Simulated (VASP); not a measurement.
A run of VASP 6.6.1 is set up as follows.

File INCAR:

```
SYSTEM = Ni
  PREC = Accurate
  ENCUT = 520
  EDIFF = 1E-6
  ISMEAR = -1
  SIGMA = 0.03
  LREAL = .FALSE.
  LASPH = .TRUE.
  NELM = 150
  ALGO = Normal
  ISIF = 2
  LWAVE = .FALSE.
  LCHARG = .FALSE.
  ISPIN = 2
  MAGMOM = 0.8 0.8 0.8 0.8 0.8 0.8 0.8
  LORBIT = 11
  LMAXMIX = 4
  LDIPOL = .TRUE.
  IDIPOL = 3
  DIPOL = 0.5 0.5 0.500
  GGA = PS
  LVHAR = .TRUE.
  LVACPOTAV = .TRUE.
```

The input KPOINTS:

```
Automatic mesh
0
G
  16 16 1
  0 0 0
```

Contents of POSCAR:

```
Ni
1.0
    2.4890158700      0.0000000000      0.0000000000
    1.2445079350      2.1555509740      0.0000000000
    0.0000000000      0.0000000000     28.1936376838
Ni
7
Direct
    0.0000000000      0.0000000000      0.2837519617
    0.3333333333      0.3333333333      0.3558346411
   -0.3333333333      0.6666666667      0.4279173206
    0.0000000000      0.0000000000      0.5000000000
    0.3333333333      0.3333333333      0.5720826794
   -0.3333333333      0.6666666667      0.6441653589
    0.0000000000      0.0000000000      0.7162480383
```

Potentials or basis: VASP PAW PBE potentials, release 64 (Ni).

Run with:

```bash
$ cat potpaw_PBE.64/Ni/POTCAR > POTCAR
$ mpirun -np 1 vasp_std > vasp.out
```

Problem. What does it give for the work function of the upper face?

Solution. 5.16 eV.

Problem. What does it give for the work function of the lower face?

Solution. 5.16 eV.

Problem. Estimate the largest force.

Solution. 0.485 eV/Å.

Forces in eV/Å, atoms in the order of the input:
```
Ni   0.000  0.000  0.485
Ni   0.000  0.000 -0.118
Ni   0.000  0.000 -0.035
Ni   0.000  0.000  0.000
Ni   0.000  0.000  0.035
Ni   0.000  0.000  0.118
Ni   0.000  0.000 -0.485
```

Caveat: the PAW data sets were made with another functional, which shifts forces and pressure a little.
